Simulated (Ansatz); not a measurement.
# Sn: the cost of one run

Program: Ansatz 0.2.0. Level of theory: DFT r²SCAN, scalar-relativistic, plane waves, PAW (the target; the first runs use scalar-relativistic PBE). These are calculated values, not measurements.

## (1) The system as given

It takes space group Fm-3m (No. 225, cubic). Conventional cell: a = 4.765 Å, b = 4.765 Å, c = 4.765 Å, α = 90.00°, β = 90.00°, γ = 90.00°. Sn (site symmetry m-3m) is surrounded by 12 Sn at 3.37 Å.

Coordinates:

```
Sn
1.0
     0.00000    2.38269    2.38269
     2.38269    0.00000    2.38269
     2.38269    2.38269    0.00000
Sn
1
Direct
  0.00000 0.00000 0.00000
```

## (2) The first run (PBE, 8×8×8 mesh)

input.yaml

```yaml
crystal:
  lattice:
    - [0.0, 2.3826879219, 2.3826879219]
    - [2.3826879219, 0.0, 2.3826879219]
    - [2.3826879219, 2.3826879219, 0.0]
  atoms:
    - { symbol: Sn, position: [0.0, 0.0, 0.0] }
basis:
  ecutwfc: 420
  ecutrho_ratio: 4
kpoints:
  mp_grid: { grid: [8, 8, 8] }
hamiltonian:
  xc: pbe
scf:
  occupations: { method: gaussian, width: 0.05 }
output:
  forces: true
  stress: true
  eigenvalues: true
```

Q: Estimate wall time and peak memory on 2 threads of an x86-64 CPU, shared host.

About 1.3 s, with a peak of 0.31 GiB.
